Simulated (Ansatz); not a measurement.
Relaxation of Ni

All numbers below come from Ansatz 0.2.0, DFT PBEsol, scalar-relativistic, plane waves, PAW. Settings: 420 eV cutoff, 20×20×20 k-mesh, Gaussian smearing of 0.10 eV, collinear spin.

What was changed: relaxed at -2 GPa.

Command:

```bash
ansatz run input.yaml --threads 1 --pin off --max-ram 2560MiB --backend cpu --events-out ev --progress --plain --runs-dir out
```

Input:

```yaml
crystal:
  lattice:
    - [0.0, 1.7427243154, 1.7427243154]
    - [1.7427243154, 0.0, 1.7427243154]
    - [1.7427243154, 1.7427243154, 0.0]
  atoms:
    - { symbol: Ni, position: [0.0, 0.0, 0.0], spin: 0.73 }
basis:
  ecutwfc: 420
kpoints:
  mp_grid: { grid: [20, 20, 20] }
hamiltonian:
  xc: pbesol
scf:
  occupations: { method: gaussian, width: 0.1 }
output:
  forces: true
  stress: true
  eigenvalues: true
  populations: true
magnetization:
  spin_polarized: true
relax:
  adjacent_minimum: "off"
  f_tol: 0.008
  max_steps: 50
  cell: { stress_tol: 0.08, p_target: -2.0 }
```

F is the free energy. Steps run on the plane waves of an earlier cell, but the last one, and at times one on the way, on a freshly chosen basis, so a repeated geometry can differ a little in energy. The relaxation lowers the enthalpy F + PV at the target pressure, so F itself can rise.

Steps:

```
step F − F(1) (eV) largest force component (eV/Å) V (Å³/atom) P (GPa)
   1         0.0000                           0.000       10.586    -4.25
   2        -0.0012                           0.000       10.533    -3.18
   3        -0.0022                           0.000       10.475    -1.98
   4        -0.0022                           0.000       10.475    -1.97
```

Relaxed structure:

```
CELL_PARAMETERS angstrom
0.00000 1.73661 1.73661
1.73661 0.00000 1.73661
1.73661 1.73661 0.00000
ATOMIC_POSITIONS crystal
Ni 0.00000 0.00000 0.00000
```

Symmetry: Fm-3m, No. 225, cubic system. Conventional cell: a = 3.473 Å, b = 3.473 Å, c = 3.473 Å, α = 90.00°, β = 90.00°, γ = 90.00°. Ni (site symmetry m-3m) has 12 Ni at 2.46 Å as nearest neighbours.

The run converged. The run took 23 s on 1 thread of Arm Neoverse V2, on a shared host, peak memory 0.34 GiB.